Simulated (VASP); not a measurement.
# HfB2 (P6/mmm) in VASP: further runs

The runs below take HfB2 through single point, with PBEsol.

Program: VASP 6.6.1. These are calculated values, not measurements. Logs are shortened: lines on timing, memory, paths and dates and some standing lists are left out, and cuts for length are marked.

### 1 Starting point

The structure is hexagonal, space group P6/mmm (No. 191). Conventional cell: a = 3.140 Å, b = 3.140 Å, c = 3.480 Å, α = 90.00°, β = 90.00°, γ = 120.00°. Around Hf (site symmetry 6/mmm) lie 12 B at 2.51 Å. Around B (site symmetry -6m2) lie 3 B at 1.81 Å.

### 2 Single point, PBEsol

Input file INCAR:

```
SYSTEM = HfB2
  PREC = Accurate
  ENCUT = 220
  EDIFF = 1E-7
  ISMEAR = 1
  SIGMA = 0.15
  LREAL = .FALSE.
  LASPH = .TRUE.
  NELM = 100
  ALGO = Normal
  ISIF = 2
  LWAVE = .FALSE.
  LCHARG = .FALSE.
  GGA = PS
  NBANDS = 12
  ADDGRID = .FALSE.
```

Input file KPOINTS:

```
Automatic mesh
0
G
  15 15 12
  0 0 0
```

Input file POSCAR:

```
HfB2
1.0
    3.1400000000      0.0000000000      0.0000000000
   -1.5700000000      2.7193197679      0.0000000000
    0.0000000000      0.0000000000      3.4800000000
Hf B
1 2
Direct
   -0.0142630000      0.0046330000     -0.0059370000
    0.6696320000      0.3380360000      0.4871880000
    0.3055440000      0.6904850000      0.5067950000
```

Potentials or basis: VASP PAW PBE potentials, release 64 (Hf, B).

Command:

```
$ cat potpaw_PBE.64/Hf/POTCAR potpaw_PBE.64/B/POTCAR > POTCAR
$ mpirun -np 1 vasp_std > vasp.out
```

OUTCAR:

```text
SYSTEM = HfB2
   PREC = Accurate
   ENCUT = 220
   EDIFF = 1E-7
   ISMEAR = 1
   LREAL = .FALSE.
   LASPH = .TRUE.
   NELM = 100
   ISIF = 2
   GGA = PS

 Found   1351 irreducible k-points:

 Following reciprocal coordinates:
            Coordinates               Weight
  0.000000  0.000000  0.000000      1.000000
  0.066667 -0.000000  0.000000      2.000000
  0.000000  0.066667  0.000000      2.000000
 -0.066667  0.066667  0.000000      2.000000
  0.133333  0.000000  0.000000      2.000000
  0.000000  0.133333  0.000000      2.000000
   k-points           NKPTS =   1351   k-points in BZ     NKDIM =   1351   number of bands    NBANDS=     12
   number of dos      NEDOS =    301   number of ions     NIONS =      3
   total plane-waves  NPLWV =   4608
   dimension x,y,z NGX =    16 NGY =   16 NGZ =   18
   dimension x,y,z NGXF=    32 NGYF=   32 NGZF=   36
   ions per type =               1   2
   NGX,Y,Z   is equivalent  to a cutoff of   8.47,  8.47,  8.60 a.u.
   NGXF,Y,Z  is equivalent  to a cutoff of  16.94, 16.94, 17.20 a.u.
 SYSTEM =  HfB2
   PREC   = accura    normal or accurate (medium, high low for compatibility)
   ISTART =      0    job   : 0-new  1-cont  2-samecut
   ICHARG =      2    charge: 1-file 2-atom 10-const
   ISPIN  =      1    spin polarized calculation?
   LNONCOLLINEAR =      F non collinear calculations
   LSORBIT =      F    spin-orbit coupling
   LASPH  =      T    aspherical Exc in radial PAW
   ENCUT  =  220.0 eV  16.17 Ry    4.02 a.u.   3.80  3.80  4.21*2*pi/ulx,y,z
   NELM   =    100;   NELMIN=  2; NELMDL= -5     # of ELM steps
   EDIFF  = 0.1E-06   stopping-criterion for ELM
   LREAL  =      F    real-space projection
   EDIFFG = 0.1E-05   stopping-criterion for IOM
   NSW    =      0    number of steps for IOM
   IBRION =     -1    ionic relax: 0-MD 1-quasi-New 2-CG
   NFREE  =      0    steps in history (QN), initial steepest desc. (CG)
   ISIF   =      2    stress and relaxation
   ISYM   =      2    0-nonsym 1-usesym 2-fastsym
   POTIM  = 0.5000    time-step for ionic-motion
   TEBEG  =    0.0;   TEEND  =   0.0 temperature during run
   PSTRESS=    0.0 pullay stress
   NELECT =      10.0000    total number of electrons
   NUPDOWN=      -1.0000    fix difference up-down
   EMIN   =  10.00;   EMAX   =-10.00  energy-range for DOS
   EFERMI =   0.00;   METHOD = LEGACY
   ISMEAR =     1;   SIGMA  =   0.15  broadening in eV -4-tet -1-fermi 0-gaus
   EFERMI_NEDOS =   21; number of points for ismear=-14 and -15
   IALGO  =     38    algorithm
   IMIX   =      4    mixing-type and parameters
     AMIX     =   0.40;   BMIX     =  1.00
     AMIX_MAG =   1.60;   BMIX_MAG =  1.00
  volume/ion in A,a.u.               =       9.90        66.84
  Fermi-wavevector in a.u.,A,eV,Ry     =   1.138724  2.151876 17.642568  1.296692
  Thomas-Fermi vector in A             =   2.275428
   LORBIT       =      0    0 simple, 1 ext, 2 COOP (PROOUT), +10 PAW based schemes
   GGA     = PS    functional components
   LHFCALC =     F    Hartree Fock is set to
   AEXX    =    0.0000 exact exchange contribution
   IVDW    =     0    specifies the selected vdW correction
   LEPSILON=     F    determine dielectric tensor
   LRPA    =     F    only Hartree local field effects (RPA)
 non-spin polarized calculation
 Methfessel and Paxton  Order N= 1 SIGMA  =   0.15
  energy-cutoff  :      220.00
  volume of cell :       29.71
 maximum number of plane-waves:       234
   NGX =  7   NGY =  7   NGZ =  9

 number of electron      10.0000000 magnetization

 Free energy of the ion-electron system (eV)
  ---------------------------------------------------
  ext. energy  EPLUGINS =         0.00000000
  ---------------------------------------------------
  free energy    TOTEN  =       -27.55470821 eV

  energy without entropy =      -27.55437375  energy(sigma->0) =      -27.55459672

 E-fermi :   7.8326     XC(G=0): -12.4545

 val. band max:        7.8232861524   @ k =   0.2000  -0.4000   0.1667
 cond. band min:       7.8378744136   @ k =   0.2000  -0.4000   0.0833
 fundamental gap:      0.0145882612
 Fermi energy:         7.8326058404

 k-point     1 :       0.0000    0.0000    0.0000
  band No.  band energies     occupation
      1      -5.9285      2.00000
      2       4.3969      2.00000
      3       4.7476      2.00000
      4       5.0875      2.00000
      5       5.5804      2.00000
      6      11.6051      0.00000
      7      11.7554      0.00000
      8      11.9695      0.00000
      9      12.1702      0.00000
     10      12.8516      0.00000
     11      13.1159      0.00000
     12      14.0406      0.00000

 k-point     2 :       0.0667   -0.0000    0.0000
  band No.  band energies     occupation
      1      -5.8375      2.00000
      2       4.1902      2.00000
      3       4.8375      2.00000
      4       5.0346      2.00000
      5       5.5312      2.00000
      6      11.1692      0.00000
      7      11.6590      0.00000
      8      12.0243      0.00000
      9      12.1329      0.00000
     10      12.9666      0.00000
     11      13.4713      0.00000
     12      14.3744      0.00000

 k-point     3 :       0.0000    0.0667    0.0000
  band No.  band energies     occupation
      1      -5.8369      2.00000
      2       4.2139      2.00000
      3       4.8286      2.00000
      4       5.0288      2.00000
      5       5.5095      2.00000
      6      11.1421      0.00000
      7      11.6697      0.00000
      8      12.0340      0.00000
      9      12.2477      0.00000
     10      12.8954      0.00000
     11      13.3706      0.00000
     12      14.4885      0.00000

 k-point     4 :      -0.0667    0.0667    0.0000
  band No.  band energies     occupation
      1      -5.8343      2.00000
      2       4.3993      2.00000
      3       4.8301      2.00000
      4       4.9990      2.00000
      5       5.2618      2.00000
      6      11.2549      0.00000
      7      11.8815      0.00000
      8      11.9083      0.00000
      9      12.0068      0.00000
     10      12.8759      0.00000
     11      13.6740      0.00000
     12      14.5160      0.00000

 k-point     5 :       0.1333    0.0000    0.0000
  band No.  band energies     occupation
      1      -5.5703      2.00000
      2       3.5967      2.00000
      3       4.8146      2.00000
      4       5.0980      2.00000
      5       5.4473      2.00000
      6      10.5458     -0.00000
      7      11.4676      0.00000
      8      11.5915      0.00000
      9      12.1044      0.00000
     10      13.4803      0.00000
     11      14.3462      0.00000
     12      15.0174      0.00000

 k-point     6 :       0.0000    0.1333    0.0000
  band No.  band energies     occupation
      1      -5.5680      2.00000
      2       3.6434      2.00000
      3       4.7956      2.00000
      4       5.0725      2.00000
      5       5.4050      2.00000
      6      10.4912     -0.00000
      7      11.4960      0.00000
      8      11.7016      0.00000
      9      12.1529      0.00000
     10      13.3752      0.00000
     11      14.3376      0.00000
     12      15.0242      0.00000

 [... further k-points ...]

------------------------ aborting loop because EDIFF is reached ----------------------------------------

  FORCE on cell =-STRESS in cart. coord.  units (eV):
  Direction    XX          YY          ZZ          XY          YZ          ZX
  --------------------------------------------------------------------------------------
  -------------------------------------------------------------------------------------
  Total       -1.4083286     -1.6522705     -2.3485958     -0.0940062      0.0474442     -0.0718860
  in kB      -75.9355980    -89.0886862   -126.6338169     -5.0687128      2.5581429     -3.8760163
  external PRESSURE =     -97.2193670 kB  Pullay stress =       0.0000000 kB

 VOLUME and BASIS-vectors are now :
 -----------------------------------------------------------------------------
  energy-cutoff  :      220.00
  volume of cell :       29.71
      direct lattice vectors                 reciprocal lattice vectors
     3.140000000  0.000000000  0.000000000     0.318471338  0.183869512  0.000000000
    -1.570000000  2.719319768  0.000000000     0.000000000  0.367739025  0.000000000
     0.000000000  0.000000000  3.480000000     0.000000000  0.000000000  0.287356322

 POSITION                                       TOTAL-FORCE (eV/Angst)
 -----------------------------------------------------------------------------------
      3.08794      0.01260      3.45934        -0.164407      0.364145      0.162113
      1.57193      0.91923      1.69541        -1.490124      0.319003      0.307553
     -0.12465      1.87765      1.76365         1.654530     -0.683148     -0.469666
 -----------------------------------------------------------------------------------
    total drift:                                0.000019     -0.000006     -0.000071

  FREE ENERGIE OF THE ION-ELECTRON SYSTEM (eV)
  ---------------------------------------------------
  free  energy   TOTEN  =       -27.5547082115 eV

  energy  without entropy=      -27.5543737465  energy(sigma->0) =      -27.55459672
```

It took 51 s on 1 thread of Intel Xeon Platinum 8559C (Emerald Rapids), shared host; peak memory 0.26 GiB.

The run converged, but a check on its numbers failed (symmetry, net force, bounds or a known fault of this set-up), so they aren't taken as properties of the crystal.

Caveat: the cutoff lies under the usual one of these potentials, so the numbers hold a large basis-set error; the PAW data sets were made with another functional, which shifts forces and pressure a little.

### 3 Single point, PBEsol

INCAR: that of step 2 with these lines changed.

```diff
@@ -2,3 +2,3 @@
   PREC = Accurate
-  ENCUT = 220
+  ENCUT = 460
   EDIFF = 1E-7
```

Input file KPOINTS:

```
Automatic mesh
0
G
  11 11 8
  0 0 0
```

Input file POSCAR:

```
HfB2
1.0
    3.1400000000      0.0000000000      0.0000000000
   -1.5700000000      2.7193197679      0.0000000000
    0.0000000000      0.0000000000      3.4800000000
Hf B
1 2
Direct
    0.0000000000      0.0000000000      0.0000000000
    0.6666666667      0.3333333333      0.5000000000
    0.3333333333      0.6666666667      0.5000000000
```

Potentials or basis: VASP PAW PBE potentials, release 64 (Hf, B).

Command:

```
$ cat potpaw_PBE.64/Hf/POTCAR potpaw_PBE.64/B/POTCAR > POTCAR
$ mpirun -np 1 vasp_std > vasp.out
```

Run time: 9.8 s. Hardware: 1 thread of Intel Xeon Platinum 8559C (Emerald Rapids), shared host; peak memory 0.15 GiB.

The run converged, but some of its settings lie outside the range that counts as converged, so its numbers aren't taken as properties of the crystal.

What came out:

* Free energy: -27.9311 eV
* Pressure: -4.1 GPa
* Band gap on the k mesh: none (metal or under the smearing width)

Caveat: the PAW data sets were made with another functional, which shifts forces and pressure a little.

### 4 Single point, PBEsol

INCAR is that of step 3.

KPOINTS is that of step 3.

Input file POSCAR:

```
HfB2
1.0
    3.1400000000      0.0000000000      0.0000000000
   -1.5700000000      2.7193197679      0.0000000000
    0.0000000000      0.0000000000      3.4800000000
Hf B
1 2
Direct
   -0.0142630000      0.0046330000     -0.0059370000
    0.6696320000      0.3380360000      0.4871880000
    0.3055440000      0.6904850000      0.5067950000
```

Command:

```
$ cat potpaw_PBE.64/Hf/POTCAR potpaw_PBE.64/B/POTCAR > POTCAR
$ mpirun -np 1 vasp_std > vasp.out
```

It took 46 s on 1 thread of Intel Xeon Platinum 8559C (Emerald Rapids), shared host; peak memory 0.27 GiB.

These settings aren't checked as converged: the numbers below hold their error.

Results:

| Property | Result |
| --- | --- |
| Free energy | -27.7985 eV |
| Pressure | -2.4 GPa |
| Largest force | 1.775 eV/Å |
| Band gap on the k mesh | none (metal or under the smearing width) |

Caveat: the PAW data sets were made with another functional, which shifts forces and pressure a little.

(Part 1 of 2 ends here.)
